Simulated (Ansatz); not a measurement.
Crystal: Nb3Sn.

```
Sn Nb
1.0
     5.28210    0.00000    0.00000
     0.00000    5.28210    0.00000
     0.00000    0.00000    5.28210
Sn Nb
2 6
Direct
  0.50000 0.50000 0.50000
  0.00000 0.00000 0.00000
  0.00000 0.50000 0.25000
  0.00000 0.50000 0.75000
  0.50000 0.25000 0.00000
  0.75000 0.00000 0.50000
  0.50000 0.75000 0.00000
  0.25000 0.00000 0.50000
```

Base run:

- Program: Ansatz 0.2.0
- Functional: revPBE
- Potentials or basis: Ansatz PAW
- Cutoff: 420 eV (not typed: the program's choice for these potentials)
- k mesh: 5 × 5 × 5
- Occupations: fermi-dirac, width 0.05 eV
- Spin: no spin polarisation

Its results: band gap on the k mesh none (metal or under the smearing width); pressure 5.7 GPa.

Problem. After a change of settings the same cell gave: band gap on the k mesh none (metal or under the smearing width); pressure 2.2 GPa. Which change was it?
A. functional from revPBE to LDA
B. functional from revPBE to PBEsol
C. functional from revPBE to PBE
D. functional from revPBE to r2SCAN; cutoff from 420 eV (not typed: the program's choice for these potentials) to 500 eV (not typed: the program's choice for these potentials)

Solution. D.

Caveats: spin-orbit coupling is left out, which moves the levels of the heavy elements; the PAW data sets come from PBE, with cores solved anew for the run's functional, which leaves a small shift of forces and pressure.
